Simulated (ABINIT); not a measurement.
Input of an ABINIT 10.8.3 (patched build) run:

The input run.abi:

```
# Pseudopotentials
pp_dirpath "./"
pseudos "Au.upf, Al.upf"

# Structure
acell 3*1.0 Angstrom
rprim
    -1.6715144750     1.6715144750     4.3990752400
     1.6715144750    -1.6715144750     4.3990752400
     1.6715144750     1.6715144750    -4.3990752400
ntypat 2
znucl 79 13
natom 3
typat 1 1 2
xred
     0.3437272000     0.3437272000     0.0000000000
     0.6562728000     0.6562728000     0.0000000000
     0.0000000000     0.0000000000     0.0000000000

# Plane-wave basis
ecut 32.0

# k points
kptopt 1
ngkpt 8 8 8
nshiftk 1
shiftk 0.0 0.0 0.0

# Exchange and correlation
ixc -116133

# Bands and occupations
nband 25
occopt 3
tsmear 0.00183747

# SCF cycle
nstep 100
tolvrs 1.0e-10

# Output
iomode 3
prtwf 0
prtden 0
prteig 0
prtebands 0
```

Potentials or basis: PseudoDojo NC SR PBEsol v0.4.1 standard.

Launch:

```console
$ mpirun --bind-to none -np 4 abinit run.abi > log 2>&1
```

Estimate the pressure.

-3.8 GPa.

Predict the band gap on the k mesh.

none (metal or under the smearing width).

Forces on the atoms (eV/Å):
```
Au   0.000  0.000 -0.057
Au   0.000  0.000  0.057
Al   0.000  0.000  0.000
```

Caveat: the cutoff is short for stress, so the pressure is rough. Spin-orbit coupling is left out, which matters for the levels of Au.
